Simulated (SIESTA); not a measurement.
Runs of SIESTA 5.4.2 on Sb. The structure is trigonal, space group R-3m (No. 166). Conventional cell: a = 4.308 Å, b = 4.308 Å, c = 11.274 Å, α = 90.00°, β = 90.00°, γ = 120.00°. Around Sb (site symmetry 3m) lie 3 Sb at 2.91 Å. 

| level | potentials or basis | gap on the mesh (eV) | pressure (GPa) | largest force (eV/Å) |
| --- | --- | --- | --- | --- |
| PBEsol | PseudoDojo 0.4 standard (PBEsol files), DZP (energy shift 0.003 Ry; two zetas on semicore shells) | none | 0.9 | 0.32 |
| WC | PseudoDojo 0.4 standard (PBEsol files), DZP (energy shift 0.003 Ry; two zetas on semicore shells) | none | (c) | 0.34 |
| AM05 | PseudoDojo 0.4 standard (PBEsol files), DZP (energy shift 0.003 Ry; two zetas on semicore shells) | none | 0.9 | (a) |
| PW91 | PseudoDojo 0.4 standard (PBE files), DZP (energy shift 0.003 Ry; two zetas on semicore shells) | none | (b) | 0.36 |
| LDA | PseudoDojo 0.4 standard (LDA files), DZP (energy shift 0.003 Ry; two zetas on semicore shells) | none | -0.3 | 0.23 |
| BLYP | PseudoDojo 0.4 standard (PBE files), DZP (energy shift 0.003 Ry; two zetas on semicore shells) | none | 7.9 | 0.36 |
| revPBE | PseudoDojo 0.4 standard (PBE files), DZP (energy shift 0.003 Ry; two zetas on semicore shells) | none | 4.6 | 0.40 |
| RPBE | PseudoDojo 0.4 standard (PBE files), DZP (energy shift 0.003 Ry; two zetas on semicore shells) | none | 4.9 | 0.40 |

Alike in all rows: task band structure; no spin polarisation; cell as given; k mesh 8 × 8 × 8; smearing fermi-dirac 0.05 eV; grid cutoff 500 Ry; energy shift 0.003 Ry.

Task: Fill in the values left out.

Result: (a) 0.28; (b) 3.7; (c) 1.1.

Caveats: spin-orbit coupling is left out, which moves the levels of the heavy elements; the basis of atomic orbitals isn't converged, which shifts pressures, moduli and gaps; the potentials were made for another functional, which shifts forces and pressure (some runs).

A k mesh can miss the band edges, and the runs leave out spin-orbit coupling on Sb.

A gap of «none» marks a metal or a gap under the smearing width.

Runs at the PBE level aren't shown here.
